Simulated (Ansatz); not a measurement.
Structure: fluorite CaF₂, at its r2SCAN minimum. Space group Fm-3m (No. 225), cubic; conventional cell a = 5.439 Å, 13.41 Å³ an atom. Ca is surrounded by 8 F at 2.36 Å; F is surrounded by 4 Ca at 2.36 Å.

```
CELL_PARAMETERS angstrom
0.00000 2.71959 2.71959
2.71959 0.00000 2.71959
2.71959 2.71959 0.00000
ATOMIC_POSITIONS crystal
Ca 0.00000 0.00000 0.00000
F 0.25000 0.25000 0.25000
F 0.75000 0.75000 0.75000
```

4 runs of the plane-wave code Ansatz on this cell differ in the functional (and in the settings that go with it). Levels are in eV from each run's valence top; v1 is the last filled band, c1 the first empty one.

Run A, mean stress +1.2 GPa (compression positive):

| point | v2 | v1 | c1 | c2 |
| --- | --- | --- | --- | --- |
| Γ | -0.27 | -0.27 | 10.21 | 12.66 |
| X | -0.38 | 0.00 | 11.29 | 13.07 |
| U | -0.47 | -0.10 | 11.57 | 13.26 |
| L | -0.90 | -0.90 | 12.89 | 12.89 |
| W | -0.28 | -0.10 | 11.64 | 13.33 |

Run B, mean stress +3.3 GPa (compression positive):

| point | v2 | v1 | c1 | c2 |
| --- | --- | --- | --- | --- |
| Γ | -0.26 | -0.26 | 7.38 | 9.22 |
| X | -0.37 | 0.00 | 8.16 | 9.59 |
| U | -0.44 | -0.10 | 8.42 | 9.79 |
| L | -0.84 | -0.84 | 9.44 | 9.44 |
| W | -0.28 | -0.09 | 8.49 | 9.81 |

Run C, mean stress +1.4 GPa (compression positive):

| point | v2 | v1 | c1 | c2 |
| --- | --- | --- | --- | --- |
| Γ | -0.27 | -0.27 | 9.45 | 11.86 |
| X | -0.37 | 0.00 | 10.49 | 12.27 |
| U | -0.46 | -0.10 | 10.78 | 12.46 |
| L | -0.89 | -0.89 | 12.09 | 12.09 |
| W | -0.28 | -0.10 | 10.85 | 12.52 |

Run D, mean stress 0.0 GPa (compression positive):

| point | v2 | v1 | c1 | c2 |
| --- | --- | --- | --- | --- |
| Γ | -0.26 | -0.26 | 8.03 | 10.04 |
| X | -0.36 | 0.00 | 8.79 | 10.52 |
| U | -0.44 | -0.10 | 9.06 | 10.69 |
| L | -0.85 | -0.85 | 10.24 | 10.24 |
| W | -0.27 | -0.10 | 9.12 | 10.62 |

**Question.** Match the runs to PBE, r2SCAN, HSE06, PBE0.

**Answer.** A is PBE0, B is PBE, C is HSE06, D is r2SCAN. In order of the gap: PBE 7.38, r2SCAN 8.03, HSE06 9.45, PBE0 10.21 eV. The stress vanishes for r2SCAN, which relaxed the cell.

Spin-unpolarised throughout; all numbers are computed.

The stress of a hybrid is loosely converged in these runs.

The meshes of the hybrids are coarse, so their gaps aren't converged to the digits shown.
